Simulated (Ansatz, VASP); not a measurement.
**One calculation of W, two programs**

```xyz
1
Lattice="-1.5767 1.5767 1.5767 1.5767 -1.5767 1.5767 1.5767 1.5767 -1.5767" Properties=species:S:1:pos:R:3 pbc="T T T"
W     0.0000    0.0000    0.0000
```

Alike in both runs: functional PBEsol; k mesh 16 × 16 × 16; occupations gaussian, width 0.1 eV; no spin polarisation.

Ansatz relaxed the structure, and its values are those at the end. VASP's run is a single point on that final structure, the one shown.

|  | VASP | Ansatz |
| --- | --- | --- |
| version | VASP 6.6.1 | Ansatz 0.2.0 |
| potentials or method | VASP PAW PBE potentials, release 64 (W_sv) | scalar-relativistic, plane waves, PAW |
| plane-wave cutoff (eV) | 520 | 420 |
| valence electrons in the cell | 14 | 14 |

Ansatz gave:

```
gap on the k mesh at the Fermi level (eV) : none
pressure (GPa)                            : 0.0
```

Q: Estimate VASP's values.

A: gap on the k mesh at the Fermi level (eV): none; pressure (GPa): 0.6.

A gap of «none» marks a metal or a gap that the smearing closes. Ansatz warned: «pseudo_functional_mismatch».

Caveats: the PAW data sets were made with another functional, which shifts forces and pressure a little (VASP). Spin-orbit coupling is left out, which matters for the levels of W.
